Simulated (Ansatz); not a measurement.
The calculation used DFT PBE, scalar-relativistic, plane waves, PAW in Ansatz. Settings: cutoff 420 eV, Γ-centred meshes spaced at most about 0.3 Å⁻¹, and about 0.25 Å⁻¹ or finer for metals (2π included), Gaussian smearing. No spin polarisation in the final relaxations.

All energies are static (0 K, no zero-point motion).

Two relaxed structures of Sn₂Ge₃:

A.

```
Sn Ge
1.0
     8.01508    0.00000    0.00000
    -4.00754    6.94127    0.00000
     0.00000    0.00000    6.27736
Sn Ge
4 6
Direct
  0.33333 0.66667 0.24497
  0.66667 0.33333 0.24497
  0.66667 0.33333 0.75503
  0.33333 0.66667 0.75503
  0.33029 0.00000 0.50000
  0.00000 0.33029 0.50000
  0.66971 0.66971 0.50000
  0.66971 0.00000 0.50000
  0.00000 0.66971 0.50000
  0.33029 0.33029 0.50000
```

B.

```
Sn Ge
1.0
    -1.71081    1.71081    9.68124
     1.71081   -1.71081    9.68124
     1.71081    1.71081   -9.68124
Sn Ge
2 3
Direct
  0.39776 0.39776 0.00000
  0.60224 0.60224 0.00000
  0.00000 0.00000 0.00000
  0.78763 0.78763 0.00000
  0.21237 0.21237 0.00000
```

Question: Which form is favoured at zero pressure, and by what margin per atom?

Answer: B is lower, by 175 meV/atom. A has space group P6/mmm (No. 191), 34.9 Å³/atom and no gap on its mesh; B has Sn and Ge ordered on bcc sites, space group I4/mmm (No. 139), 22.7 Å³/atom and no gap. Counting Ge atoms around Sn (those within 1.25 times the shortest such distance or 1.15 times the sum of covalent radii; a plus sign parts nearer from farther groups; the shortest distance is added where it is long for a bond), A has Sn 6 from 3.1 Å and B has Sn 8+1 from 3.1 Å. The denser one is the lower, and pressure would at first widen the difference. Even the lower one lies +0.23 eV/atom against the reference forms of the elements (uncorrected), so neither is stable at this level. In A, Sn has 2 Sn at 3.08–3.20 Å and 6 Ge at 3.13 Å; Ge is surrounded by 3 Ge at 2.65–2.72 Å and 4 Sn at 3.13 Å. In B, Sn is surrounded by 8 Ge at 3.13–3.22 Å, 4 Sn at 3.42 Å, 1 Ge at 3.59 Å and 1 Sn at 3.96 Å; Ge on a site of symmetry 4/mmm is surrounded by 8 Sn at 3.13 Å and 4 Ge at 3.42 Å; Ge on a site of symmetry 4mm is surrounded by 4 Ge at 2.82 Å, 4 Sn at 3.22 Å, 4 Ge at 3.42 Å and 1 Sn at 3.59 Å. Both come from invented guesses.

Cells relaxed within their symmetry can be saddle points.
